## The question

InGa₃As₄ is a semiconductor in which each atom has four neighbours. PBE, a fast method, puts its filled and empty bands too close together. PBE0, which is costlier, moves them apart. If the PBE levels at a k point are known, can the PBE0 levels there be foretold by sliding the empty bands up, or must the bands also be stretched?

Band levels of InGa₃As₄ (ordered 8-atom zincblende-type cell, space group I-42m) at named k points, computed with Ansatz 0.2.0 using plane-wave PAW, a 420 eV cutoff and no spin polarisation. The cheaper level is PBE (6×6×6 k mesh) and the costlier one PBE0 (4×4×4), both on the r2SCAN-relaxed cell. Energies count from each level's own valence top.

```tsv
point name	band v1, cheaper level (eV)	band c1, cheaper level (eV)	band c2, cheaper level (eV)	band v1, costlier level (eV)	band c1, costlier level (eV)	band c2, costlier level (eV)
Gamma	0.000	0.165	1.515	0.000	1.545	2.707
X	-0.894	0.795	1.084	-1.005	2.103	2.414
P	-0.936	1.796	1.796	-1.051	3.156	3.156
N	-1.175	2.746	3.126	-1.298	4.200	4.555
M	-1.372	1.534	1.534	-1.535	2.730	2.730
S	-0.998	1.741	2.731	-1.105	2.982	4.102
S_0	-0.998	1.741	2.731	-1.105	2.982	4.102
R	?	?	?	?	?	?
G	?	?	?	?	?	?
```

At each k point, v1 is the highest filled band and c1 and c2 are the two lowest empty ones. Energies count from the valence top of the same method. A "rise" of c1 is therefore a growing distance from that top, not a movement on an absolute scale.

## Why filled bands stretch

PBE0 replaces a quarter of the PBE exchange by exact exchange. Exact exchange lowers a state according to how strongly it overlaps with the filled states. Within a valence band the deeper states usually gain more. A uniform electron gas shows how this differs from PBE: exact exchange lowers slow electrons more than fast ones, while PBE exchange lowers all alike.

Let $\Delta(E)$ be the change that PBE0 makes to a filled level at PBE energy $E$. With both tops set to zero, the new level is $E+\Delta(E)-\Delta(0)$. If the extra lowering grows in proportion to depth below the top, this is $sE$, where $s$ is a constant greater than one.

The table bears this out: away from Gamma, v1 is 10 to 12 % deeper in PBE0. Such regularity is plausible because these states are all built largely from bonding arsenic p orbitals. A least-squares line through zero over X, P, N, M and S gives $s=1.115$. S_0 is left out because symmetry makes it the same point as S.

## Do the empty bands just slide?

An empty state is not one of the filled states that make up the exchange, so it gains less from it than the valence top does. That opens the gap. It does not by itself make the rise uniform. In the electron gas the gain keeps shrinking as electrons get faster, so by that picture higher empty states would rise more, and the empty bands would stretch too. Whether one common rise $D$ is enough for c1 is a question for the table.

The mean rise over the same five points and Gamma is $D=1.32$ eV. Over these six points the rise has almost no steady dependence on how high c1 lies, so adding a stretch hardly helps. N, where c1 is highest, does rise most, by 1.45 eV, but Gamma, where it is lowest, comes next, and M rises least, by 1.20 eV.

Gamma hints at the reason. There c1 rises by 1.38 eV but c2 by only 1.19 eV, so the k point alone does not fix the rise; the kind of orbital should matter too. The small rises of c2 at Gamma and c1 at M probably share one origin: the X valley of the simpler zincblende cell, as in GaAs. The present cell is about twice as long along c as along a, so one of the three zincblende X points lands on Gamma and the other two on M. The levels fit this, for c2 at Gamma and the pair at M lie only about 0.02 eV apart in both methods. The orbitals themselves were not examined.

## One point worked through

At X, PBE has v1 at −0.894 eV and c1 at 0.795 eV. The rule gives

$$v_1 = 1.115\times(-0.894) = -0.997\ \text{eV},$$
$$c_1 = 0.795+1.323 = 2.118\ \text{eV}.$$

PBE0 itself gives −1.005 and 2.103 eV. X was part of the fit, so this shows how the rule works and does not test it.

## Forecasts for R and G

The PBE levels of R and G are taken as given; the forecasts concern what PBE0 does to them.

1. v1 deepens by a factor of 1.115 ± 0.015.
2. c1 rises by 1.32 ± 0.15 eV.
3. R and G agree in every level, because the crystal symmetry makes them equivalent, as it does S and S_0.

The ranges cover the scatter of the known points and are not strict confidence limits. R lies near X in k space, and the rise at X is close to the mean, so there is no reason to move the second forecast.

The withheld rows as computed:

```tsv
point name	band v1, cheaper level (eV)	band c1, cheaper level (eV)	band c2, cheaper level (eV)	band v1, costlier level (eV)	band c1, costlier level (eV)	band c2, costlier level (eV)
R	-0.974	1.222	1.514	-1.086	2.515	2.835
G	-0.974	1.222	1.514	-1.086	2.515	2.835
```

## What came out

All three forecasts hold. R and G are identical, so together they test the rule only once. The stretch reproduces v1 to the last printed digit, which is better than the typical miss of 0.01 eV at the fitted points entitles one to expect. The forecast for c1 is 0.03 eV too high, well inside its range. The actual rise, 1.29 eV, is close to that at neighbouring X, perhaps because the orbitals are similar.

## Where the rule can be used

The rule serves well for the shape of the top valence band. It is weaker for distances between conduction valleys, which a common slide leaves unchanged. From Gamma to M, c1 climbs by $1.534-0.165=1.369$ eV in PBE but by $2.730-1.545=1.185$ eV in PBE0. Someone judging how easily electrons transfer between valleys would be misled by almost 0.2 eV.

The rule also reproduces PBE0, not experiment. The ordered cell is a constructed model whose stability was not tested; it is not the random alloy of indium, gallium and arsenic. PBE0 tends to make such gaps too wide, and spin–orbit coupling, left out here, would narrow the gap in both methods. The runs used different k meshes, to which hybrid gaps can be sensitive, so $D$ may contain a contribution from the mesh.
